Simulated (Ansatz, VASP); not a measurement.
## Two plane-wave programs on BP

File POSCAR:

```
BP
1.0
    0.0000000000      2.3127539219      2.3127539219
    2.3127539219      0.0000000000      2.3127539219
    2.3127539219      2.3127539219      0.0000000000
B P
1 1
Direct
    0.0000000000      0.0000000000      0.0000000000
    0.2500000000      0.2500000000      0.2500000000
```

File INCAR.step1:

```
SYSTEM = BP
PREC = Accurate
ENCUT = 520
ISMEAR = 0
SIGMA = 0.02
LREAL = .False.
LASPH = .True.
NELM = 80
NBANDS = 11
GGA = PE
ALGO = Normal
EDIFF = 1E-4
LWAVE = .True.
LCHARG = .False.
```

File INCAR.step2:

```
SYSTEM = BP
PREC = Accurate
ENCUT = 520
EDIFF = 1E-6
ISMEAR = 0
SIGMA = 0.02
LREAL = .False.
LASPH = .True.
NELM = 80
ALGO = Normal
ISIF = 2
LWAVE = .False.
LCHARG = .True.
METAGGA = R2SCAN
LMIXTAU = .True.
LELF = .True.
LVHAR = .True.
NBANDS = 11
ISTART = 1
```

The input KPOINTS:

```
Automatic mesh
0
Gamma
  10 10 10
  0 0 0
```

Input for Ansatz:

```yaml
crystal:
  lattice:
    - [0.0, 2.3127539219, 2.3127539219]
    - [2.3127539219, 0.0, 2.3127539219]
    - [2.3127539219, 2.3127539219, 0.0]
  atoms:
    - { symbol: B, position: [0.0, 0.0, 0.0] }
    - { symbol: P, position: [0.25, 0.25, 0.25] }
basis:
  ecutwfc: 500
kpoints:
  mp_grid: { grid: [10, 10, 10] }
hamiltonian:
  xc: r2scan
scf:
  occupations: { method: gaussian, width: 0.02 }
output:
  forces: true
  stress: true
  eigenvalues: true
```

Alike in both runs: task single point; functional r2SCAN; k mesh 10 × 10 × 10; occupations gaussian, width 0.02 eV; no spin polarisation.

```csv
,VASP,Ansatz
version,VASP 6.6.1,Ansatz 0.2.0
potentials or method,"VASP PAW PBE potentials, release 64 (B, P)","scalar-relativistic, plane waves, PAW"
plane-wave cutoff (eV),520,500
valence electrons in the cell,8,8
```

|  | VASP | Ansatz | Ansatz less VASP |
| --- | --- | --- | --- |
| gap on the k mesh at the Fermi level (eV) | 1.52 | 1.49 | -0.030 |
| least direct gap on the mesh (eV) | 3.56 | 3.52 | -0.039 |
| pressure (GPa) | -9.3 | -8.8 | +0.45 |

The functional is the same, so the differences come from potentials, cutoffs and numerics.

Caveats: the PAW data sets were made with another functional, which shifts forces and pressure a little (VASP). A k mesh can miss the band edges. r2SCAN opens gaps a little over a GGA but as a rule still falls short of measured ones.
